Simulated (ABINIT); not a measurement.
Planning a run of ABINIT 10.8.3 on KBr (Fm-3m). The input:

```
acell 3*1.0 Angstrom
rprim 
  0.000000000000 3.300000000000 3.300000000000
  3.300000000000 0.000000000000 3.300000000000
  3.300000000000 3.300000000000 0.000000000000
ntypat 2
znucl 19 35
natom 2
typat 1 2
xred 
  0.000000000000 0.000000000000 0.000000000000
  0.500000000000 0.500000000000 0.500000000000
pp_dirpath "pseudos"
pseudos "K.upf, Br.upf"
ecut 33
ngkpt 4 4 4
nshiftk 1
shiftk 0 0 0
kptopt 1
chksymbreak 0
istwfk *1
occopt 1
irdwfk 1
optdriver 4
nband 46
gwcalctyp 0
ecutsigx 33
symsigma 1
nkptgw 1
kptgw 
  0.0000000000 0.0000000000 0.0000000000
bdgw 
  6 12
ecuteps 9.8
irdscr 1
ppmodel 1
gwcomp 1
gwencomp 1.5
indata_prefix "in"
outdata_prefix "out"
tmpdata_prefix "tmp"
```

```sh
OMP_NUM_THREADS=1 mpirun -n 4 abinit run.abi > log
```

**Question.** Estimate wall time and host memory on 4 MPI ranks of Arm Neoverse V1, shared host.

It took 22 s; on shared hardware allow 11 s to 43 s. Peak host memory was 1.8 GiB.

[Paths, hosts, dates, memory and timing lines, banners, echoed tables and standing remarks are left out of the program output.]

[Logs are printed without paths, hosts, clocks, repeated set-up lines and the standing remarks that a program may print on its own settings, such as how far it seeks lower states.]

[Runs of the session that timed out or met a known fault of the program may be left out.]

[Hosts, paths, dates, database ids (printed as entryN), source tags and the programs' standing remarks are cut or masked in the printed files.]

[G0W0 gaps are taken among the corrected bands and points alone; a level outside them can change the order at an edge.]

[Where Ansatz stands beside ABINIT at settings called matched, ABINIT's density can come from a denser mesh and the files from another edition; pairs whose starting gaps differed by over 0.03 eV were left out, so agreement reads better than it is.]
